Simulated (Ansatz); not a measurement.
The system is Al.

```xyz
1
Lattice="0.0000 2.0248 2.0248 2.0248 0.0000 2.0248 2.0248 2.0248 0.0000" Properties=species:S:1:pos:R:3 pbc="T T T"
Al    0.0000    0.0000    0.0000
```

Base run:

- Program: Ansatz 0.2.0
- Functional: RPBE
- Potentials or basis: all-electron LAPW, scalar-relativistic
- Cutoff: 130 eV (chosen from the basis error)
- Basis error allowed: 0.001 eV/atom
- k mesh: 11 × 11 × 11
- Occupations: fermi-dirac, width 0.05 eV
- Spin: no spin polarisation

Its results: pressure 1.0 GPa.

Task: After a change of settings the same cell gave: pressure -1.9 GPa. Which change was it?
A. occupations from fermi-dirac, width 0.05 eV to gaussian, width 0.05 eV
B. functional from RPBE to PBEsol
C. functional from RPBE to LDA
D. functional from RPBE to PBE; occupations from fermi-dirac, width 0.05 eV to gaussian, width 0.014 eV

Result: B.

PBEsol binds more tightly than RPBE, so the same cell stands under less pressure.
